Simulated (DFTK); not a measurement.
Pd:

```
CELL_PARAMETERS angstrom
0.00000 1.94650 1.94650
1.94650 0.00000 1.94650
1.94650 1.94650 0.00000
ATOMIC_POSITIONS crystal
Pd 0.00000 0.00000 0.00000
```

Base run:

| Property | Result |
| --- | --- |
| Program | DFTK 0.8.2 |
| Functional | r2SCAN |
| Potentials or basis | SG15 1.2 (PBE) |
| Cutoff | 1225 eV |
| k mesh | 12 × 12 × 12 |
| Occupations | fermi-dirac, width 0.05 eV |
| Spin | no spin polarisation |

Its results: band gap on the k mesh none (metal or under the smearing width); pressure 0.8 GPa.

Problem. The run is repeated on the same cell with these changes: functional from r2SCAN to LDA. What comes out?

Solution. Band gap on the k mesh none (metal or under the smearing width); pressure -9.4 GPa.

Caveats: the potentials were made for another functional, which shifts forces and pressure.
